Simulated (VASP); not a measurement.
Here is a VASP 6.6.1 calculation.

INCAR

```
SYSTEM = Hf
PREC     = Accurate       ! precision mode
ENCUT    = 600            ! plane-wave cutoff, eV
EDIFF    = 1E-6           ! SCF threshold, eV
ISMEAR   = -1             ! smearing method
SIGMA    = 0.05           ! smearing width, eV
LREAL    = .FALSE.        ! projectors in reciprocal space
LASPH    = .TRUE.         ! aspherical terms in the spheres
NELM     = 60             ! most SCF steps
ALGO     = Normal         ! electronic algorithm
ISIF     = 3              ! what is computed and relaxed
LWAVE    = .FALSE.        ! write WAVECAR
LCHARG   = .FALSE.        ! write CHGCAR
IBRION   = 2              ! ionic algorithm
NSW      = 60             ! ionic steps
EDIFFG   = -0.01          ! ionic threshold
PSTRESS  = 100
```

Contents of KPOINTS:

```
regular mesh
0
G
  10 10 10
  0 0 0
```

POSCAR

```
Hf
1.0
   -1.8050000000      1.8050000000      1.8050000000
    1.8050000000     -1.8050000000      1.8050000000
    1.8050000000      1.8050000000     -1.8050000000
Hf
1
Direct
    0.0000000000      0.0000000000      0.0000000000
```

Potentials or basis: VASP PAW LDA potentials, release 64 (Hf_pv).

Run with:

```sh
$ cat potpaw_LDA.64/Hf_pv/POTCAR > POTCAR
$ mpirun -np 1 vasp_std > vasp.out
```

Q: Predict the band gap on the k mesh.

A: None (metal or under the smearing width).

Q: What does it give for the relaxed volume?

A: 18.82 Å³/atom.

Q: Predict the space group after relaxing (to 0.05 Å).

A: Im-3m (No. 229).

Q: What does it give for the relaxed cell?

A: a = 2.902 Å, b = 2.902 Å, c = 2.902 Å, α = 109.47°, β = 109.47°, γ = 109.47°.

The path:
```
step  energy change (eV)  largest force (eV/Å)  pressure (GPa)  volume (Å³)
   1              0.0000                0.0000          -12.62        23.52
   2              1.1106                0.0000           84.30        13.93
   3             -0.1030                0.0000            7.70        19.14
   4             -0.0905                0.0000            9.38        18.91
   5             -0.0853                0.0000            9.96        18.82
```

Caveat: the cell is relaxed towards a set pressure, so the enthalpy falls and the energy may rise; the volume moved by over 15 % at a fixed basis, so the end points are rough. Spin-orbit coupling is left out, which matters for the levels of Hf.
